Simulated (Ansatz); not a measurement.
## Sb: equation of state with PBEsol

Sb:

```
CELL_PARAMETERS angstrom
0.00000 2.37124 2.37124
2.37124 0.00000 2.37124
2.37124 2.37124 0.00000
ATOMIC_POSITIONS crystal
Sb 0.00000 0.00000 0.00000
```

This isn't the form of Sb at room conditions, which is rhombohedral.

| Item | Value |
| --- | --- |
| Program | Ansatz 0.2.0 |
| Task | equation of state |
| Functional | PBEsol |
| Potentials or basis | JTH PAW |
| Cutoff | 1950 eV |
| Density cutoff | 7800 eV |
| k mesh | 10 × 10 × 10 |
| Occupations | fermi-dirac, width 0.05 eV |
| Spin | no spin polarisation |

The equilibrium volume is 26.15 Å³/atom, the bulk modulus is 63 GPa and the pressure derivative of the bulk modulus is 3.3 (rough: it moves with the points fitted).

Energy against volume, from the lowest point:
```csv
volume (Å³/atom),energy (meV/atom)
25.066,9.45
25.599,2.32
26.133,0.00
26.666,1.97
27.199,7.87
27.733,17.42
28.266,30.32
```

All runs of the series together: 18 s on 2 threads of Arm Neoverse V2, on a shared host.

Spin-orbit coupling is left out, which matters for the levels of Sb.
